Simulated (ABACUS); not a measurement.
Runs of ABACUS 3.10.1 on Al. It takes space group Fm-3m (No. 225, cubic). The conventional cell has a = 4.050 Å, b = 4.050 Å, c = 4.050 Å, α = 90.00°, β = 90.00°, γ = 90.00°. Around Al (site symmetry m-3m) lie 12 Al at 2.86 Å. 

| task | level | potentials or basis | cell | k mesh | max steps of the relaxation | force threshold | optimiser | stress threshold | symmetry key | gap on the mesh (eV) | pressure (GPa) | relaxed volume (Å³/atom) |
| --- | --- | --- | --- | --- | --- | --- | --- | --- | --- | --- | --- | --- |
| relaxation of cell and atoms | OLYP | PseudoDojo NC SR 0.5 PBE standard, plane waves | relaxed | 9 × 9 × 9 | 60 | 0.02 eV/Å | cg | 0.2 kbar | 1 | none | 0.0 | (a) |
| single point | OLYP | PseudoDojo NC SR 0.5 PBE standard, plane waves | as given | 9 × 9 × 9 | - | - | - | - | 1 | none | -3.5 | - |
| single point | PBEsol | Ansatz NC PBE, plane waves | as given | 9 × 9 × 9 | - | - | - | - | 1 | none | -1.7 | - |
| relaxation of cell and atoms | PBEsol | Ansatz NC PBE, plane waves | relaxed | 9 × 9 × 9 | 60 | 0.005 eV/Å | cg | 0.2 kbar | 1 | none | 0.0 | 16.24 |

Alike in all rows: no spin polarisation; cutoff (eV) 558; smearing fermi-dirac 0.05 eV.

Fill in the values left out.

(a) 15.89.

Caveats: the potentials were made for another functional, which shifts forces and pressure.

A gap of «none» marks a metal or a gap under the smearing width.

Runs at the PBE level aren't shown here.
